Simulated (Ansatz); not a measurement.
# ZnO: band gap under strain

Aim: follow the gap of ZnO (wurtzite) through these states: -2.0 % equal strain in all directions; +4.0 % biaxial strain in x and y, free along z. The table at the end shows which levels were run.

The runs shown are made with Ansatz 0.2.0. PAW datasets, plane waves. No spin polarisation and no zero-point or thermal motion.

### 1 The cell

The unstrained cell was relaxed with r2SCAN; in each strained cell the atoms were relaxed again with r2SCAN. Names of k-points are those of the unstrained zone, where strain can split equivalent points. First state: -2.0 % equal strain in all directions.

It is hexagonal, P6_3mc (No. 186); conventional cell a = 3.171 Å, c = 5.107 Å, 11.11 Å³ an atom. Around Zn lie 4 O at 1.93–1.94 Å; around O lie 4 Zn at 1.93–1.94 Å.

Structure file:

```
Zn O
1.0
     3.17063    0.00000    0.00000
    -1.58532    2.74585    0.00000
     0.00000    0.00000    5.10673
Zn O
2 2
Cartesian
  0.0000 1.8306 -0.0120
  1.5853 0.9153 2.5414
  0.0000 1.8306 1.9270
  1.5853 0.9153 4.4804
```

From earlier runs on the unstrained cell: PBE 0.81 eV, r2SCAN 1.24 eV, HSE06 2.53 eV; a = 3.235 Å, c = 5.211 Å.

### 2 -2.0 % equal strain in all directions: PBE

File input.yaml:

```yaml
crystal:
  lattice:
    - [3.1706340523, 0.0, 0.0]
    - [-1.5853170261, 2.7458496354, 0.0]
    - [0.0, 0.0, 5.1067328084]
  atoms:
    - { symbol: Zn, position: [0.3333333333, 0.6666666667, -0.0023477531] }
    - { symbol: Zn, position: [0.6666666667, 0.3333333333, 0.4976522469] }
    - { symbol: O, position: [0.3333333333, 0.6666666667, 0.3773477531] }
    - { symbol: O, position: [0.6666666667, 0.3333333333, 0.8773477531] }
kpoints:
  mp_grid: { grid: [12, 12, 6] }
  band_path:
    path:
      - [0.0, 0.0, 0.0]
      - [0.5, 0.0, 0.0]
      - [0.3333333333, 0.3333333333, 0.0]
      - [0.0, 0.0, 0.5]
      - [0.5, 0.0, 0.5]
      - [0.3333333333, 0.3333333333, 0.5]
    npoints: 1
hamiltonian:
  xc: pbe
scf:
  occupations: { method: fermi_dirac, width: 0.02 }
  n_extra_bands: 5
output:
  forces: true
  stress: true
  eigenvalues: true
```

Further steps of the session: -2.0 % equal strain in all directions: r2SCAN; -2.0 % equal strain in all directions: HSE06; +4.0 % biaxial strain in x and y, free along z: PBE; +4.0 % biaxial strain in x and y, free along z: r2SCAN; +4.0 % biaxial strain in x and y, free along z: HSE06.

**Question.** What will these runs give?

**Answer**, as computed:

Least gap in eV (negative: overlap), with the change from the unstrained cell in brackets:

| state | volume change (%) | PBE | r2SCAN | HSE06 |
| --- | --- | --- | --- | --- |
| -2.0 % equal strain in all directions | -5.9 | 0.89 (+0.08) | 1.33 (+0.09) | 2.66 (+0.13) |
| +4.0 % biaxial strain in x and y, free along z | +3.3 | 0.83 (+0.02) | 1.26 (+0.02) | 2.52 (-0.01) |

**Reading.** With HSE06, of the states in the table -2.0 % equal strain in all directions shifts the gap most, by +0.132 eV. PBE and HSE06 differ by 1.72 eV on the unstrained gap, and by at most 0.05 eV on its change.
